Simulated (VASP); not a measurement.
Here is a VASP 6.6.1 calculation.

INCAR

```
  PREC = Accurate
  ENCUT = 520
  EDIFF = 1E-6
  ISMEAR = 0
  SIGMA = 0.1
  LREAL = False
  LASPH = True
  NELM = 100
  ALGO = Normal
  ISIF = 2
  LWAVE = False
  LCHARG = False
  GGA = PE
  NBANDS = 21
```

File KPOINTS:

```
Automatic mesh
0
Gamma
  4 4 4
```

The input POSCAR:

```
Si
1.0
    4.6568088493      0.0000000000      0.0000000000
    0.0000000000      4.6568088493      0.0000000000
    0.0000000000      0.0000000000      4.6568088493
Si
6
Direct
    0.2500000000      0.5000000000      0.0000000000
    0.7500000000      0.5000000000      0.0000000000
    0.0000000000      0.2500000000      0.5000000000
    0.0000000000      0.7500000000      0.5000000000
    0.5000000000      0.0000000000      0.2500000000
    0.5000000000      0.0000000000      0.7500000000
```

Potentials or basis: VASP PAW PBE potentials, release 64 (Si).

The run is started by

```sh
$ cat potpaw_PBE.64/Si/POTCAR > POTCAR
$ mpirun -np 1 vasp_std > vasp.out
```

**Question.** Estimate the pressure.

**Answer.** -0.1 GPa.

**Question.** What does it give for the band gap on the k mesh?

**Answer.** None (metal or under the smearing width).
